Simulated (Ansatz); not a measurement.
# Ga (bcc)

The computed numbers are results of r²SCAN, scalar-relativistic (no spin polarisation) in the plane-wave PAW code Ansatz at 500 eV, 18×18×18 k-mesh, Gaussian smearing of 0.05 eV; PAW files: Ansatz's generated set soft_2.

```cif
data_structure
_symmetry_space_group_name_H-M 'Im-3m'
_symmetry_Int_Tables_number 229
_cell_length_a 3.3085
_cell_length_b 3.3085
_cell_length_c 3.3085
_cell_angle_alpha 90.000
_cell_angle_beta 90.000
_cell_angle_gamma 90.000
_cell_volume 36.22
loop_
_atom_site_label
_atom_site_type_symbol
_atom_site_symmetry_multiplicity
_atom_site_Wyckoff_symbol
_atom_site_fract_x
_atom_site_fract_y
_atom_site_fract_z
_atom_site_occupancy
Ga1 Ga 2 a 0.00000 0.00000 0.00000 1
```

At room temperature and ambient pressure Ga takes another structure.

Question: Which orbitals carry the states at the Fermi level, and how many states are there?

Answer: Within 0.1 eV of it: Ga 4p 71 %, Ga 4s 29 % (shares among the projected shells). The density of states at the Fermi level is about 0.38 states/eV per cell, averaged over 0.3 eV.

Density of states (tetrahedra, averaged over 0.5 eV; states/eV per cell of 1 atom; energy in eV from the Fermi level; projections on Löwdin-orthogonalised atomic orbitals, summed over sites):

| E | total | Ga 4p | Ga 4s |
| --- | --- | --- | --- |
| -5.60 | 0.28 | 0.14 | 0.13 |
| -5.10 | 0.30 | 0.14 | 0.15 |
| -4.60 | 0.32 | 0.14 | 0.18 |
| -4.10 | 0.29 | 0.12 | 0.16 |
| -3.60 | 0.31 | 0.16 | 0.15 |
| -3.10 | 0.32 | 0.17 | 0.15 |
| -2.60 | 0.30 | 0.19 | 0.11 |
| -2.10 | 0.32 | 0.22 | 0.10 |
| -1.60 | 0.38 | 0.26 | 0.11 |
| -1.10 | 0.37 | 0.24 | 0.11 |
| -0.60 | 0.37 | 0.25 | 0.11 |
| -0.10 | 0.38 | 0.26 | 0.11 |
| 0.40 | 0.39 | 0.28 | 0.10 |
| 0.90 | 0.41 | 0.29 | 0.10 |
| 1.40 | 0.43 | 0.32 | 0.09 |
| 1.90 | 0.45 | 0.35 | 0.09 |
| 2.40 | 0.44 | 0.34 | 0.08 |
| 2.90 | 0.43 | 0.33 | 0.07 |
| 3.40 | 0.42 | 0.33 | 0.07 |
| 3.90 | 0.42 | 0.33 | 0.07 |
| 4.40 | 0.42 | 0.33 | 0.07 |
| 4.90 | 0.43 | 0.34 | 0.06 |

With 13 valence electrons in the calculation's cell and no magnetic order, the bands, two electrons each, can't all be full or empty: band theory demands a metal.
